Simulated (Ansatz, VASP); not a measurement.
**Rb in VASP and in Ansatz**

```
CELL_PARAMETERS angstrom
5.08821 0.00000 0.00000
0.00000 8.44206 0.00000
0.00000 0.00000 31.75071
ATOMIC_POSITIONS crystal
Rb 0.00000 0.25000 0.31495
Rb 0.00000 0.75000 0.40748
Rb 0.50000 0.25000 0.45374
Rb 0.50000 0.75000 0.54137
Rb 0.00000 0.25000 0.59431
Rb 0.00000 0.75000 0.67431
```

Alike in both runs: functional PBE; k mesh 5 × 3 × 1; occupations gaussian, width 0.1 eV; no spin polarisation.

Ansatz relaxed the structure, and its values are those at the end. VASP's run is a single point on that final structure, the one shown.

|  | VASP | Ansatz |
| --- | --- | --- |
| version | VASP 6.6.1 | Ansatz 0.2.0 |
| potentials or method | VASP PAW PBE potentials, release 64 (Rb_sv) | scalar-relativistic, plane waves, PAW |
| plane-wave cutoff (eV) | 520 | 420 |
| valence electrons in the cell | 54 | 54 |

```csv
,VASP,Ansatz,Ansatz less VASP
gap on the k mesh at the Fermi level (eV),none,none,-
rms of the force components (eV/Å),0.018,0.018,0.0000
```

A gap of «none» marks a metal or a gap that the smearing closes.
